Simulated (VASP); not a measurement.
## Input and output of a VASP PBEsol single-point calculation on BP (zincblende)

INCAR

```
LREAL = .FALSE.
EDIFF = 1E-7
SIGMA = 0.01
IBRION = -1
LASPH = .TRUE.
NELM = 120
NSW = 0
ISIF = 2
LWAVE = .FALSE.
PREC = Accurate
ENCUT = 520
GGA = PS
LCHARG = .FALSE.
NBANDS = 11
ISMEAR = 0
```

KPOINTS

```
KPOINTS created by Atomic Simulation Environment
0
Gamma
10 10 10
0 0 0
```

KPOINTS_OPT

```
special points
7
Reciprocal
0.0000000000 0.0000000000 0.0000000000 1
0.5000000000 0.0000000000 0.5000000000 1
0.5000000000 0.2500000000 0.7500000000 1
0.3750000000 0.3750000000 0.7500000000 1
0.5000000000 0.5000000000 0.5000000000 1
0.6250000000 0.2500000000 0.6250000000 1
0.0000000000 0.4000000000 0.4000000000 1
```

POSCAR

```
B  P
 1.0000000000000000
     0.0000000000000000    2.2683156661148307    2.2683156661148307
     2.2683156661148307    0.0000000000000000    2.2683156661148307
     2.2683156661148307    2.2683156661148307    0.0000000000000000
 B   P
   1   1
Cartesian
  0.0000000000000000 -0.0000000000000000 -0.0000000000000000
  1.1341578330574154  1.1341578330574154  1.1341578330574154
```

VASP ran with the recommended PBE PAW datasets (8 valence electrons in the cell).

OSZICAR

```
N       E                     dE             d eps       ncg     rms          rms(c)
DAV:   1     0.100222221891E+02    0.10022E+02   -0.42149E+03  1034   0.672E+02
DAV:   2    -0.136806641785E+02   -0.23703E+02   -0.22805E+02  1315   0.111E+02
DAV:   3    -0.143797981497E+02   -0.69913E+00   -0.69732E+00  1343   0.168E+01
DAV:   4    -0.143828190308E+02   -0.30209E-02   -0.30207E-02  1164   0.125E+00
DAV:   5    -0.143828332693E+02   -0.14238E-04   -0.14238E-04  1286   0.888E-02    0.703E+00
DAV:   6    -0.137809152847E+02    0.60192E+00   -0.12949E+00  1172   0.484E+00    0.376E+00
DAV:   7    -0.136816362958E+02    0.99279E-01   -0.23756E-01  1274   0.239E+00    0.122E+00
DAV:   8    -0.136722625452E+02    0.93738E-02   -0.25295E-02  1214   0.892E-01    0.166E-01
DAV:   9    -0.136724010854E+02   -0.13854E-03   -0.69188E-04  1181   0.180E-01    0.100E-01
DAV:  10    -0.136724602284E+02   -0.59143E-04   -0.10679E-04  1142   0.632E-02    0.211E-02
DAV:  11    -0.136724641169E+02   -0.38885E-05   -0.54430E-06  1311   0.141E-02    0.254E-02
DAV:  12    -0.136724644604E+02   -0.34353E-06   -0.20183E-06  1182   0.639E-03    0.990E-03
DAV:  13    -0.136724644277E+02    0.32680E-07   -0.52002E-08   732   0.159E-03
   1 F= -.13672464E+02 E0= -.13672464E+02  d E =-.268563E-17
       N       E                     dE             ncg
DAV:   1     0.498796032694E+03   -0.19121E+04      154
DAV:   2     0.358314375585E+03   -0.14048E+03      216
DAV:   3     0.355160974771E+03   -0.31534E+01      201
DAV:   4     0.355152531611E+03   -0.84432E-02      191
DAV:   5     0.355152492136E+03   -0.39475E-04      184
DAV:   6     0.355152491840E+03   -0.29583E-06      213
DAV:   7     0.355152491838E+03   -0.18485E-08      173
```

From OUTCAR

```
k-points           NKPTS =     47   k-points in BZ     NKDIM =     47   number of bands    NBANDS=     11

   NELECT =       8.0000    total number of electrons

   dimension x,y,z NGX =    24 NGY =   24 NGZ =   24
   dimension x,y,z NGXF=    48 NGYF=   48 NGZF=   48

  energy-cutoff  :      520.00
  volume of cell :       23.34
      direct lattice vectors                 reciprocal lattice vectors
     0.000000000  2.268315666  2.268315666    -0.220427874  0.220427874  0.220427874
     2.268315666  0.000000000  2.268315666     0.220427874 -0.220427874  0.220427874
     2.268315666  2.268315666  0.000000000     0.220427874  0.220427874 -0.220427874

 k-points in reciprocal lattice and weights: KPOINTS created by Atomic Simulation Env
   0.00000000  0.00000000  0.00000000       0.001
   0.10000000  0.00000000  0.00000000       0.008
   0.20000000  0.00000000  0.00000000       0.008
   0.30000000  0.00000000  0.00000000       0.008
   0.40000000  0.00000000  0.00000000       0.008
   0.50000000  0.00000000  0.00000000       0.004
   0.10000000  0.10000000  0.00000000       0.006
   0.20000000  0.10000000  0.00000000       0.024
   ...

 E-fermi :   7.4704

 k-point     1 :       0.0000    0.0000    0.0000
  band No.  band energies     occupation
      1      -8.0900      2.00000
      2       7.4161      2.00000
      3       7.4161      2.00000
      4       7.4161      2.00000
      5      10.7743      0.00000
      6      10.7743      0.00000
      7      10.7743      0.00000
      8      14.7726      0.00000
      9      18.6649      0.00000
     10      19.5404      0.00000
     11      19.5404      0.00000

 k-point     2 :       0.1000    0.0000    0.0000
  band No.  band energies     occupation
      1      -7.9091      2.00000
      2       6.1012      2.00000
      3       7.1173      2.00000
      4       7.1173      2.00000
      5      11.1866      0.00000
      6      11.1866      0.00000
      7      11.2107      0.00000
      8      15.2903      0.00000
      9      18.8205      0.00000
     10      18.8205      0.00000
     11      19.2434      0.00000

 k-point     3 :       0.2000    0.0000    0.0000
  band No.  band energies     occupation
      1      -7.3732      2.00000
      2       3.7444      2.00000
      3       6.5539      2.00000
      4       6.5539      2.00000
      5      11.4046      0.00000
      6      11.9076      0.00000
      7      11.9076      0.00000
      8      16.4331      0.00000
      9      18.1986      0.00000
     10      18.1986      0.00000
     11      20.1248      0.00000

 k-point     4 :       0.3000    0.0000    0.0000
  band No.  band energies     occupation
      1      -6.5113      2.00000
      2       1.3718      2.00000
      3       6.0631      2.00000
      4       6.0631      2.00000
      5      11.3112      0.00000
      6      12.2267      0.00000
      7      12.2267      0.00000
      8      17.2770      0.00000
      9      18.7795      0.00000
     10      18.7795      0.00000
     11      20.4215      0.00000

 k-point     5 :       0.4000    0.0000    0.0000
  band No.  band energies     occupation
      1      -5.4343      2.00000
      2      -0.6630      2.00000
      3       5.7528      2.00000
      4       5.7528      2.00000
      5      11.1980      0.00000
      6      12.1460      0.00000
      7      12.1460      0.00000
      8      17.4018      0.00000
      9      20.4857      0.00000
     10      20.4857      0.00000
     11      21.3403      0.00000

 k-point     6 :       0.5000    0.0000    0.0000
  band No.  band energies     occupation
      1      -4.7364      2.00000
      2      -1.6870      2.00000
      3       5.6481      2.00000
      4       5.6481      2.00000
      5      11.1543      0.00000
      6      12.0665      0.00000
      7      12.0665      0.00000
      8      17.3480      0.00000
      9      22.0138      0.00000
     10      22.0138      0.00000
     11      22.0574      0.00000

 k-point     7 :       0.1000    0.1000    0.0000
  band No.  band energies     occupation
      1      -7.8487      2.00000
      2       6.5600      2.00000
      3       6.5600      2.00000
      4       6.6291      2.00000
      5      10.3267      0.00000
      6      11.8959      0.00000
      7      11.8959      0.00000
      8      15.1209      0.00000
      9      17.9365      0.00000
     10      19.4603      0.00000
     11      19.8017      0.00000

 k-point     8 :       0.2000    0.1000    0.0000
  band No.  band energies     occupation
      1      -7.4305      2.00000
      2       4.5598      2.00000
      3       5.9254      2.00000
      4       6.4027      2.00000
      5      10.4891      0.00000
      6      12.5112      0.00000
      7      12.8021      0.00000
      8      15.0045      0.00000
      9      18.0009      0.00000
     10      19.5952      0.00000
     11      20.4895      0.00000

 k-point     9 :       0.3000    0.1000    0.0000
  band No.  band energies     occupation
      1      -6.6739      2.00000
      2       2.2207      2.00000
      3       5.4618      2.00000
      4       5.8223      2.00000
      5      10.9733      0.00000
      6      12.6313      0.00000
      7      13.2523      0.00000
      8      15.1643      0.00000
      9      19.0094      0.00000
     10      19.8889      0.00000
     11      20.9805      0.00000

 k-point    10 :       0.4000    0.1000    0.0000
  band No.  band energies     occupation
      1      -5.6478      2.00000
      2       0.0706      2.00000
      3       5.2470      2.00000
      4       5.2483      2.00000
      5      11.1122      0.00000
      6      12.5634      0.00000
      7      13.0960      0.00000
      8      16.2878      0.00000
      9      19.5080      0.00000
     10      21.2634      0.00000
     11      21.7623      0.00000

 k-point    11 :       0.5000    0.1000    0.0000
  band No.  band energies     occupation
      1      -4.6900      2.00000
      2      -1.4162      2.00000
      3       4.8266      2.00000
      4       5.2934      2.00000
      5      11.1890      0.00000
      6      12.4940      0.00000
      7      12.7581      0.00000
      8      17.4836      0.00000
      9      20.0138      0.00000
     10      22.0100      0.00000
     11      22.6206      0.00000

 k-point    12 :      -0.4000    0.1000    0.0000
  band No.  band energies     occupation
      1      -4.9477      2.00000
      2      -1.0500      2.00000
      3       4.6209      2.00000
      4       5.5821      2.00000
      5      11.4026      0.00000
      6      12.5148      0.00000
      7      12.5539      0.00000
      8      17.6408      0.00000
      9      19.9499      0.00000
     10      20.5211      0.00000
     11      22.7406      0.00000

 k-point    13 :      -0.3000    0.1000    0.0000
  band No.  band energies     occupation
      1      -6.0120      2.00000
      2       0.7520      2.00000
      3       4.6692      2.00000
      4       6.0684      2.00000
      5      11.6823      0.00000
      6      12.3247      0.00000
      7      12.7448      0.00000
      8      16.8680      0.00000
      9      18.0016      0.00000
     10      20.3416      0.00000
     11      22.0892      0.00000

 k-point    14 :      -0.2000    0.1000    0.0000
  band No.  band energies     occupation
      1      -6.9624      2.00000
      2       2.9967      2.00000
      3       4.9965      2.00000
      4       6.6632      2.00000
      5      11.8450      0.00000
      6      11.8866      0.00000
      7      12.7207      0.00000
      8      16.0126      0.00000
      9      17.1444      0.00000
     10      19.9827      0.00000
     11      21.0675      0.00000

 k-point    15 :      -0.1000    0.1000    0.0000
  band No.  band energies     occupation
      1      -7.6096      2.00000
      2       5.1361      2.00000
      3       5.7454      2.00000
      4       7.1487      2.00000
      5      11.2550      0.00000
      6      11.5956      0.00000
      7      12.1272      0.00000
      8      15.6749      0.00000
      9      17.5860      0.00000
     10      19.2206      0.00000
     11      20.0765      0.00000

 k-point    16 :       0.2000    0.2000    0.0000
  band No.  band energies     occupation
      1      -7.1319      2.00000
      2       4.8093      2.00000
      3       5.2360      2.00000
      4       5.2360      2.00000
      5       9.5094      0.00000
      6      13.4331      0.00000
      7      13.9882      0.00000
      8      13.9882      0.00000
      9      18.5640      0.00000
     10      20.5737      0.00000
     11      21.4279      0.00000

 ...

  Total       -0.2491280     -0.2491280     -0.2491280     -0.0000000     -0.0000000      0.0000000
  in kB      -17.0998634    -17.0998634    -17.0998634     -0.0000000     -0.0000000      0.0000000
  external PRESSURE =     -17.0998634 kB  Pullay stress =       0.0000000 kB

 POSITION                                       TOTAL-FORCE (eV/Angst)
 -----------------------------------------------------------------------------------
      0.00000      0.00000      0.00000         0.000000     -0.000000      0.000000
      1.13416      1.13416      1.13416        -0.000000      0.000000     -0.000000
 -----------------------------------------------------------------------------------
    total drift:                                0.000000      0.000000      0.000000

  FREE ENERGIE OF THE ION-ELECTRON SYSTEM (eV)
  ---------------------------------------------------
  free  energy   TOTEN  =       -13.6724644277 eV

  energy  without entropy=      -13.6724644277  energy(sigma->0) =      -13.67246443
```

```
gap between bands v and c : 1.13 eV
least direct gap          : 3.36 eV
pressure                  : -1.7 GPa
```

Band v is the last that the valence electrons fill when counted band by band, and c is the next.
